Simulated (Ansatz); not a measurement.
# Zr under changes of volume

One of the cells (23.719 Å³/atom); the others are scaled copies at fixed shape and fractional positions:

```xyz
1
Lattice="-1.8100 1.8100 1.8100 1.8100 -1.8100 1.8100 1.8100 1.8100 -1.8100" Properties=species:S:1:pos:R:3 pbc="T T T"
Zr    0.0000    0.0000    0.0000
```

This isn't the form of Zr at room conditions, which is hcp.

| Property | Result |
| --- | --- |
| Program | Ansatz 0.2.0 |
| Functional | PBEsol |
| Potentials or basis | Ansatz PAW |
| Cutoff | 420 eV (not typed: the program's choice for these potentials) |
| k mesh | 10 × 10 × 10 |
| Occupations | fermi-dirac, width 0.05 eV |
| Spin | no spin polarisation |

```csv
volume (Å³/atom),energy over the lowest point (meV/atom),pressure (GPa)
22.296,0.00,-2.4
22.770,10.14,-4.1
23.245,25.06,-5.6
23.719,44.14,-7.0
24.193,67.02,-8.3
24.668,?,?
25.142,123.27,-10.6
```

Task: What does the run at 24.668 Å³/atom give?

Result: Energy over the lowest point 93.45 meV/atom; pressure -9.5 GPa.

Worked out: A Birch-Murnaghan fit of order 3 (a polynomial in V^(-2/3)) to the other rows has no minimum within the range. It gives 93.57 meV/atom at 24.668 Å³/atom, against the run's 93.45, and -dE/dV = -9.5 GPa, against -9.5.

Energies are extrapolated to zero smearing.

Caveats: the PAW data sets come from PBE, with cores solved anew for the run's functional, which leaves a small shift of forces and pressure.
